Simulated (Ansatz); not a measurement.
**Al: pressure against volume**

Al, Im-3m, a = 3.213 Å. This isn't the element's structure at ambient conditions. Ansatz: PBEsol, PAW, 420 eV, Γ-centred 18×18×18 mesh on 1 atom, Gaussian smearing 0.10 eV; no spin polarisation. Symmetry fixes shape and atoms, so the cell is only scaled; pressure is positive in compression.

| V (Å³/atom) | P (GPa) |
| --- | --- |
| 14.593 | ? |
| 15.090 | 8.42 |
| 15.588 | 5.19 |
| 16.085 | 2.43 |
| 16.583 | 0.04 |
| 17.080 | -2.02 |
| 17.578 | -3.79 |
| 18.241 | -5.73 |

Take V0 = 16.583 Å³/atom, count pressures from its P0 = 0.04 GPa, fit the third-order Birch–Murnaghan form to the other rows, and predict the missing pressure.

With the Eulerian strain f = ½[(V0/V)^(2/3) − 1] and y = (P − P0)/[3f(1 + 2f)^(5/2)], the form is the line y = B0 + 1.5 B0 (B0′ − 4) f. Rows (f, y): 0.03246, 73.5; 0.02106, 73.5; 0.01027, 73.7; -0.00975, 74.0; -0.01905, 73.9; -0.03078, 73.2. Means f = 0.0007017, y = 73.633; Σ(Δf)² = 0.003005, ΣΔfΔy = -0.001768; the slope is their ratio. y = 73.63 − 0.5885 f GPa, so B0 = 73.6 GPa and B0′ = 4 + 2 × (-0.5885)/(3 × 73.63) = 3.99. At V = 14.593, f = 0.04448, y = 73.60 and P = 12.19 GPa. The run gave 12.24 GPa, so the fit is 0.05 GPa too low, a small miss on the scale of the series.